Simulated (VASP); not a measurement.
AlN, 4 atoms in the cell. The structure is hexagonal, space group P6_3mc (No. 186). The conventional cell has a = 3.064 Å, b = 3.064 Å, c = 4.886 Å, α = 90.00°, β = 90.00°, γ = 120.00°. Around Al (site symmetry 3m) lie 4 N at 1.86 to 1.87 Å. Around N (site symmetry 3m) lie 4 Al at 1.86 to 1.87 Å. The cell was built by a generator and needn't be a form met in nature.

```yaml
Program: VASP 6.6.1
Task: single point
Functional: HSE06
Potentials_or_basis: VASP PAW PBE potentials, release 64 (Al, N)
Cutoff: 520 eV
k_mesh: 6 × 6 × 4
Occupations: gaussian, width 0.01 eV
Spin: no spin polarisation
Dipole_correction: no
Exchange_at_q_=_0: truncated
Grid_for_exact_exchange_PRECFOCK: Normal
Screening_parameter: 0.2079 1/A
Further_INCAR_settings: ALGO = Normal; EDIFF = 1e-06; NBANDS = 16
```

Potentials or basis: VASP PAW PBE potentials, release 64 (Al, N).

The run is started by

```console
$ cat potpaw_PBE.64/Al/POTCAR potpaw_PBE.64/N/POTCAR > POTCAR
$ cp INCAR.step1 INCAR
$ mpirun -np 1 vasp_std > vasp.out
$ cp INCAR.step2 INCAR
$ mpirun -np 1 vasp_std > vasp.out
```

Hardware: 1 thread of Intel(R) Xeon(R) 6975P-C (Granite Rapids) (shared host).

Task: Estimate the wall time of this run.

Result: Wall time 11 min on 1 thread of Intel(R) Xeon(R) 6975P-C (Granite Rapids), with other jobs on the host, peak memory 0.25 GiB. Counts: scf iterations 10, k points 21.
